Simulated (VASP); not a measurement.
# Li2O (Fm-3m) in VASP: further runs

Runs on Li2O. Level: PBE. Tasks: single point.

All numbers are computed with VASP 6.6.1; they aren't measurements. Logs are shortened: lines on timing, memory, paths and dates and some standing lists are left out, and cuts for length are marked.

### Step 1. Starting point

Symmetry: Fm-3m, No. 225, cubic system. The conventional cell has a = 4.626 Å, b = 4.626 Å, c = 4.626 Å, α = 90.00°, β = 90.00°, γ = 90.00°. Around Li (site symmetry -43m) lie 4 O at 2.00 Å. Around O (site symmetry m-3m) lie 8 Li at 2.00 Å.

### Step 2. Single point, PBE

File INCAR:

```
SYSTEM = Li2O
  PREC = Accurate
  ENCUT = 520
  EDIFF = 1E-7
  ISMEAR = 0
  SIGMA = 0.02
  LREAL = .FALSE.
  LASPH = .TRUE.
  NELM = 80
  ALGO = Fast
  ISIF = 2
  LWAVE = .FALSE.
  LCHARG = .FALSE.
  GGA = PE
  NBANDS = 13
```

File KPOINTS:

```
regular mesh
0
G
  8 8 8
  0 0 0
```

File POSCAR:

```
Li2O
1.0
    0.0000000000      2.3130253888      2.3130253888
    2.3130253888      0.0000000000      2.3130253888
    2.3130253888      2.3130253888      0.0000000000
Li O
2 1
Direct
    0.2500000000      0.2500000000      0.2500000000
    0.7500000000      0.7500000000      0.7500000000
    0.0000000000      0.0000000000      0.0000000000
```

Potentials or basis: VASP PAW PBE potentials, release 64 (Li_sv, O).

On the command line:

```bash
$ cat potpaw_PBE.64/Li_sv/POTCAR potpaw_PBE.64/O/POTCAR > POTCAR
$ mpirun -np 1 vasp_std > vasp.out
```

OUTCAR:

```text
SYSTEM = Li2O
   PREC = Accurate
   ENCUT = 520
   EDIFF = 1E-7
   ISMEAR = 0
   LREAL = .FALSE.
   LASPH = .TRUE.
   NELM = 80
   ISIF = 2
   GGA = PE

 ion  position               nearest neighbor table
   1  0.250  0.250  0.250-   3 2.00   3 2.00   3 2.00   3 2.00   2 2.31   2 2.31   2 2.31   2 2.31
                             2 2.31   2 2.31
   2  0.750  0.750  0.750-   3 2.00   3 2.00   3 2.00   3 2.00   1 2.31   1 2.31   1 2.31   1 2.31
                             1 2.31   1 2.31
   3  0.000  0.000  0.000-   2 2.00   2 2.00   2 2.00   1 2.00   2 2.00   1 2.00   1 2.00   1 2.00

  LATTYP: Found a face centered cubic cell.
 ALAT       =     4.6260507776

  Lattice vectors:

 A1 = (   0.0000000000,   2.3130253888,   2.3130253888)
 A2 = (   2.3130253888,   0.0000000000,   2.3130253888)
 A3 = (   2.3130253888,   2.3130253888,   0.0000000000)

Analysis of symmetry for initial positions (statically):
=====================================================================
 Subroutine PRICEL returns:
 Original cell was already a primitive cell.

 Routine SETGRP: Setting up the symmetry group for a
 face centered cubic supercell.

 Subroutine GETGRP returns: Found 48 space group operations
 (whereof 48 operations were pure point group operations)
 out of a pool of 48 trial point group operations.

The static configuration has the point symmetry O_h .

Analysis of symmetry for dynamics (positions and initial velocities):
=====================================================================
 Subroutine PRICEL returns:
 Original cell was already a primitive cell.

 Routine SETGRP: Setting up the symmetry group for a
 face centered cubic supercell.

 Subroutine GETGRP returns: Found 48 space group operations
 (whereof 48 operations were pure point group operations)
 out of a pool of 48 trial point group operations.

The dynamic configuration has the point symmetry O_h .

 Subroutine INISYM returns: Found 48 space group operations
 (whereof 48 operations are pure point group operations),
 and found     1 'primitive' translations

----------------------------------------------------------------------------------------

                                     Primitive cell

  volume of cell :      24.7498

  direct lattice vectors                    reciprocal lattice vectors
     0.000000000  2.313025389  2.313025389    -0.216167104  0.216167104  0.216167104
     2.313025389  0.000000000  2.313025389     0.216167104 -0.216167104  0.216167104
     2.313025389  2.313025389  0.000000000     0.216167104  0.216167104 -0.216167104

  length of vectors
     3.271111875  3.271111875  3.271111875     0.374412407  0.374412407  0.374412407

  position of ions in fractional coordinates (direct lattice)
     0.250000000  0.250000000  0.250000000
     0.750000000  0.750000000  0.750000000
     0.000000000  0.000000000  0.000000000

  ion indices of the primitive-cell ions
   primitive index   ion index
                 1           1
                 2           2
                 3           3

----------------------------------------------------------------------------------------

 KPOINTS: regular mesh

Automatic generation of k-mesh.
 Grid dimensions read from file:
 generate k-points for:    8    8    8

 Generating k-lattice:

  Cartesian coordinates                     Fractional coordinates (reciprocal lattice)
    -0.027020888  0.027020888  0.027020888     0.125000000  0.000000000  0.000000000
     0.027020888 -0.027020888  0.027020888     0.000000000  0.125000000  0.000000000
     0.027020888  0.027020888 -0.027020888     0.000000000  0.000000000  0.125000000

  Length of vectors
     0.046801551  0.046801551  0.046801551

  Shift w.r.t. Gamma in fractional coordinates (k-lattice)
     0.000000000  0.000000000  0.000000000

 Subroutine IBZKPT returns following result:
 ===========================================

 Found     29 irreducible k-points:

 Following reciprocal coordinates:
            Coordinates               Weight
  0.000000  0.000000  0.000000      1.000000
  0.125000  0.000000  0.000000      8.000000
  0.250000  0.000000  0.000000      8.000000
  0.375000  0.000000  0.000000      8.000000
  0.500000  0.000000  0.000000      4.000000
  0.125000  0.125000  0.000000      6.000000
[... 16 lines left out ...]
  0.500000  0.250000  0.125000     48.000000
 -0.375000  0.250000  0.125000     24.000000
 [... further k-points ...]
   k-points           NKPTS =     29   k-points in BZ     NKDIM =     29   number of bands    NBANDS=     13
   number of dos      NEDOS =    301   number of ions     NIONS =      3
   total plane-waves  NPLWV =  13824
   dimension x,y,z NGX =    24 NGY =   24 NGZ =   24
   dimension x,y,z NGXF=    48 NGYF=   48 NGZF=   48
   ions per type =               2   1
   NGX,Y,Z   is equivalent  to a cutoff of  12.20, 12.20, 12.20 a.u.
   NGXF,Y,Z  is equivalent  to a cutoff of  24.39, 24.39, 24.39 a.u.
 SYSTEM =  Li2O
   PREC   = accura    normal or accurate (medium, high low for compatibility)
   ISTART =      0    job   : 0-new  1-cont  2-samecut
   ICHARG =      2    charge: 1-file 2-atom 10-const
   ISPIN  =      1    spin polarized calculation?
   LNONCOLLINEAR =      F non collinear calculations
   LSORBIT =      F    spin-orbit coupling
   LASPH  =      T    aspherical Exc in radial PAW
   ENCUT  =  520.0 eV  38.22 Ry    6.18 a.u.   6.08  6.08  6.08*2*pi/ulx,y,z
   NELM   =     80;   NELMIN=  2; NELMDL= -5     # of ELM steps
   EDIFF  = 0.1E-06   stopping-criterion for ELM
   LREAL  =      F    real-space projection
   EDIFFG = 0.1E-05   stopping-criterion for IOM
   NSW    =      0    number of steps for IOM
   IBRION =     -1    ionic relax: 0-MD 1-quasi-New 2-CG
   NFREE  =      0    steps in history (QN), initial steepest desc. (CG)
   ISIF   =      2    stress and relaxation
   ISYM   =      2    0-nonsym 1-usesym 2-fastsym
   POTIM  = 0.5000    time-step for ionic-motion
   TEBEG  =    0.0;   TEEND  =   0.0 temperature during run
   PSTRESS=    0.0 pullay stress
   NELECT =      12.0000    total number of electrons
   NUPDOWN=      -1.0000    fix difference up-down
   EMIN   =  10.00;   EMAX   =-10.00  energy-range for DOS
   EFERMI =   0.00;   METHOD = LEGACY
   ISMEAR =     0;   SIGMA  =   0.02  broadening in eV -4-tet -1-fermi 0-gaus
   EFERMI_NEDOS =   21; number of points for ismear=-14 and -15
   IALGO  =     68    algorithm
   IMIX   =      4    mixing-type and parameters
     AMIX     =   0.40;   BMIX     =  1.00
     AMIX_MAG =   1.60;   BMIX_MAG =  1.00
  volume/ion in A,a.u.               =       8.25        55.67
  Fermi-wavevector in a.u.,A,eV,Ry     =   1.286110  2.430396 22.505117  1.654079
  Thomas-Fermi vector in A             =   2.418204
   LORBIT       =      0    0 simple, 1 ext, 2 COOP (PROOUT), +10 PAW based schemes
   GGA     = PE    functional components
   LHFCALC =     F    Hartree Fock is set to
   AEXX    =    0.0000 exact exchange contribution
   IVDW    =     0    specifies the selected vdW correction
   LEPSILON=     F    determine dielectric tensor
   LRPA    =     F    only Hartree local field effects (RPA)
 non-spin polarized calculation
 RMM-DIIS sequential band-by-band and
 Gauss-broadening in eV      SIGMA  =   0.02
  energy-cutoff  :      520.00
  volume of cell :       24.75
 maximum number of plane-waves:       684
   NGX = 13   NGY = 13   NGZ = 13

 number of electron      11.9999975 magnetization

 Free energy of the ion-electron system (eV)
  ---------------------------------------------------
  ext. energy  EPLUGINS =         0.00000000
  ---------------------------------------------------
  free energy    TOTEN  =       -14.34725165 eV

  energy without entropy =      -14.34725165  energy(sigma->0) =      -14.34725165

 E-fermi :   1.4536     XC(G=0):  -9.7341

 val. band max:        1.3188335791   @ k =   0.0000   0.0000   0.0000
 cond. band min:       6.2827970184   @ k =   0.5000   0.5000   0.0000
 fundamental gap:      4.9639634393
 Fermi energy:         1.4536054846

 k-point     1 :       0.0000    0.0000    0.0000
  band No.  band energies     occupation
      1     -41.6835      2.00000
      2     -41.3574      2.00000
      3     -14.1224      2.00000
      4       1.3188      2.00000
      5       1.3188      2.00000
      6       1.3188      2.00000
      7       6.5639      0.00000
      8      13.2266      0.00000
      9      13.2266      0.00000
     10      13.2266      0.00000
     11      20.2684      0.00000
     12      20.2684      0.00000
     13      20.2684      0.00000

 k-point     2 :       0.1250    0.0000    0.0000
  band No.  band energies     occupation
      1     -41.6691      2.00000
      2     -41.3682      2.00000
      3     -14.0927      2.00000
      4       0.8101      2.00000
      5       1.2473      2.00000
      6       1.2473      2.00000
      7       6.9820      0.00000
      8      13.2427      0.00000
      9      13.4407      0.00000
     10      13.4407      0.00000
     11      18.9250      0.00000
     12      18.9250      0.00000
     13      20.7783      0.00000

 k-point     3 :       0.2500    0.0000    0.0000
  band No.  band energies     occupation
      1     -41.6291      2.00000
      2     -41.3993      2.00000
      3     -14.0164      2.00000
      4      -0.2262      2.00000
      5       1.0846      2.00000
      6       1.0846      2.00000
      7       7.9787      0.00000
      8      13.0129      0.00000
      9      13.6980      0.00000
     10      13.6980      0.00000
     11      18.0723      0.00000
     12      18.0723      0.00000
     13      22.0458      0.00000

 k-point     4 :       0.3750    0.0000    0.0000
  band No.  band energies     occupation
      1     -41.5719      2.00000
      2     -41.4476      2.00000
      3     -13.9346      2.00000
      4      -1.1043      2.00000
      5       0.9346      2.00000
      6       0.9346      2.00000
      7       9.2887      0.00000
      8      12.1808      0.00000
      9      13.5163      0.00000
     10      13.5163      0.00000
     11      18.5742      0.00000
     12      18.5742      0.00000
     13      23.4196      0.00000

 k-point     5 :       0.5000    0.0000    0.0000
  band No.  band energies     occupation
      1     -41.5084      2.00000
      2     -41.5073      2.00000
      3     -13.8985      2.00000
      4      -1.4376      2.00000
      5       0.8757      2.00000
      6       0.8757      2.00000
      7      10.5010      0.00000
      8      11.0986      0.00000
      9      13.3527      0.00000
     10      13.3527      0.00000
     11      19.1045      0.00000
     12      19.1045      0.00000
     13      24.0662      0.00000
[... 257 lines left out ...]
 k-point    22 :       0.3750    0.2500    0.1250
  band No.  band energies     occupation
      1     -41.6029      2.00000
      2     -41.4186      2.00000
      3     -13.9628      2.00000
      4      -0.3283      2.00000
      5       0.4693      2.00000
      6       0.8965      2.00000
      7       8.0587      0.00000
      8      12.7865      0.00000
      9      14.0577      0.00000
     10      15.2973      0.00000
     11      15.3783      0.00000
     12      21.2121      0.00000
     13      23.5422      0.00000

 k-point    23 :       0.5000    0.2500    0.1250
  band No.  band energies     occupation
      1     -41.5568      2.00000
      2     -41.4573      2.00000
      3     -13.8980      2.00000
      4      -0.8834      2.00000
      5       0.2955      2.00000
      6       0.6802      2.00000
      7       8.7684      0.00000
      8      12.0098      0.00000
      9      14.3617      0.00000
     10      14.8185      0.00000
     11      17.0549      0.00000
     12      20.5609      0.00000
     13      23.7285      0.00000

 k-point    24 :      -0.3750    0.2500    0.1250
  band No.  band energies     occupation
      1     -41.5058      2.00000
      2     -41.5053      2.00000
      3     -13.8700      2.00000
      4      -1.1262      2.00000
      5       0.3200      2.00000
      6       0.5163      2.00000
      7       9.2500      0.00000
      8      11.5359      0.00000
      9      14.3432      0.00000
     10      14.6934      0.00000
     11      18.8053      0.00000
     12      19.1705      0.00000
     13      24.2611      0.00000

 [... further k-points ...]

------------------------ aborting loop because EDIFF is reached ----------------------------------------

  FORCE on cell =-STRESS in cart. coord.  units (eV):
  Direction    XX          YY          ZZ          XY          YZ          ZX
  --------------------------------------------------------------------------------------
  -------------------------------------------------------------------------------------
  Total       -0.0001331     -0.0001331     -0.0001331     -0.0000000      0.0000000      0.0000000
  in kB       -0.0086164     -0.0086164     -0.0086164     -0.0000000      0.0000000      0.0000000
  external PRESSURE =      -0.0086164 kB  Pullay stress =       0.0000000 kB

 VOLUME and BASIS-vectors are now :
 -----------------------------------------------------------------------------
  energy-cutoff  :      520.00
  volume of cell :       24.75
      direct lattice vectors                 reciprocal lattice vectors
     0.000000000  2.313025389  2.313025389    -0.216167104  0.216167104  0.216167104
     2.313025389  0.000000000  2.313025389     0.216167104 -0.216167104  0.216167104
     2.313025389  2.313025389  0.000000000     0.216167104  0.216167104 -0.216167104

 POSITION                                       TOTAL-FORCE (eV/Angst)
 -----------------------------------------------------------------------------------
      1.15651      1.15651      1.15651        -0.000000     -0.000000      0.000000
      3.46954      3.46954      3.46954         0.000000      0.000000     -0.000000
      0.00000      0.00000      0.00000        -0.000000     -0.000000     -0.000000
 -----------------------------------------------------------------------------------
    total drift:                               -0.000000      0.000000      0.000000

  FREE ENERGIE OF THE ION-ELECTRON SYSTEM (eV)
  ---------------------------------------------------
  free  energy   TOTEN  =       -14.3472516451 eV

  energy  without entropy=      -14.3472516451  energy(sigma->0) =      -14.34725165
```

Run time: 20 s. Hardware: 1 thread of Intel Xeon Platinum 8175M at 2.50GHz (Skylake/Cascade Lake), shared host; peak memory 0.13 GiB.

What came out:

| Item | Value |
| --- | --- |
| Free energy | -14.3473 eV |
| Band gap on the k mesh | 4.96 eV, indirect (least direct gap 5.25 eV) |

Caveat: the cutoff is under 1.25 times the usual one of these potentials, so pressure, stress and relaxed cells hold a basis-set (Pulay) error. PBE gaps usually lie below the measured ones, often by a third to a half.

### Step 3. Single point, PBE

File INCAR:

```
SYSTEM = Li2O
PREC = Accurate
ENCUT = 520
EDIFF = 1E-6
ISMEAR = 0
SIGMA = 0.02
LREAL = .False.
LASPH = .True.
NELM = 80
ALGO = Normal
ISIF = 2
LWAVE = .False.
LCHARG = .False.
GGA = PE
NBANDS = 13
```

File KPOINTS:

```
regular mesh
0
Gamma
  8 8 8
  0 0 0
```

POSCAR is that of step 2.

Potentials or basis: VASP PAW PBE potentials, release 64 (Li_sv, O).

On the command line:

```bash
$ cat potpaw_PBE.64/Li_sv/POTCAR potpaw_PBE.64/O/POTCAR > POTCAR
$ mpirun -np 1 vasp_std > vasp.out
```

Run time: 12 s. Hardware: 1 thread of Intel Xeon Platinum 8175M at 2.50GHz (Skylake/Cascade Lake), shared host; peak memory 0.13 GiB.

It converged, with:

```yaml
Free_energy: -14.3473 eV
Band_gap_on_the_k_mesh: 4.96 eV, indirect (least direct gap 5.25 eV)
```

Levels at points of the mesh, in eV from the valence-band top:
| k point | band 4 | band 5 | band 6 | band 7 | band 8 | band 9 |
| --- | --- | --- | --- | --- | --- | --- |
| (0.00, 0.00, 0.00) | 0.00 | 0.00 | 0.00 | 5.25 | 11.91 | 11.91 |
| (0.50, 0.00, 0.00) | -2.76 | -0.44 | -0.44 | 9.18 | 9.78 | 12.03 |
| (0.50, 0.50, 0.00) | -1.59 | -1.38 | -1.38 | 4.96 | 13.50 | 13.50 |

Caveat: the cutoff is under 1.25 times the usual one of these potentials, so pressure, stress and relaxed cells hold a basis-set (Pulay) error. A k mesh can miss the band edges.

### Step 4. Single point, PBE

This run uses another cell than the first one, of 8.16 Å³/atom, 0.990 times its volume.

File INCAR:

```
SYSTEM = Li2O
PREC     = Accurate       ! precision mode
ENCUT    = 520            ! plane-wave cutoff, eV
EDIFF    = 1E-6           ! SCF threshold, eV
ISMEAR   = 0              ! smearing method
SIGMA    = 0.1            ! smearing width, eV
LREAL    = .FALSE.        ! projectors in reciprocal space
LASPH    = .TRUE.         ! aspherical terms in the spheres
NELM     = 100            ! most SCF steps
ALGO     = Normal         ! electronic algorithm
ISIF     = 2              ! what is computed and relaxed
LWAVE    = .FALSE.        ! write WAVECAR
LCHARG   = .FALSE.        ! write CHGCAR
GGA      = PE             ! functional
NBANDS   = 13             ! bands
```

File KPOINTS:

```
regular mesh
0
G
  6 6 6
  0 0 0
```

File POSCAR:

```
Li2O
1.0
    0.0000000000      2.3050000000      2.3050000000
    2.3050000000      0.0000000000      2.3050000000
    2.3050000000      2.3050000000      0.0000000000
Li O
2 1
Direct
    0.2500000000      0.2500000000      0.2500000000
    0.7500000000      0.7500000000      0.7500000000
    0.0000000000      0.0000000000      0.0000000000
```

On the command line:

```bash
$ cat potpaw_PBE.64/Li_sv/POTCAR potpaw_PBE.64/O/POTCAR > POTCAR
$ mpirun -np 1 vasp_std > vasp.out
```

Wall time 10 s (1 thread of Intel Xeon Platinum 8175M at 2.50GHz (Skylake/Cascade Lake), shared host); peak memory 0.13 GiB.

Results (log left out):

| Quantity | Value |
| --- | --- |
| Free energy | -14.3460 eV |
| Band gap on the k mesh | 4.98 eV, indirect (least direct gap 5.32 eV) |

Levels at points of the mesh, in eV from the valence-band top:
| k point | band 4 | band 5 | band 6 | band 7 | band 8 | band 9 |
| --- | --- | --- | --- | --- | --- | --- |
| (0.00, 0.00, 0.00) | 0.00 | 0.00 | 0.00 | 5.32 | 11.97 | 11.97 |
| (0.50, 0.00, 0.00) | -2.78 | -0.45 | -0.45 | 9.25 | 9.88 | 12.09 |
| (0.50, 0.50, 0.00) | -1.60 | -1.39 | -1.39 | 4.98 | 13.59 | 13.59 |

Caveat: the cutoff is under 1.25 times the usual one of these potentials, so pressure, stress and relaxed cells hold a basis-set (Pulay) error.
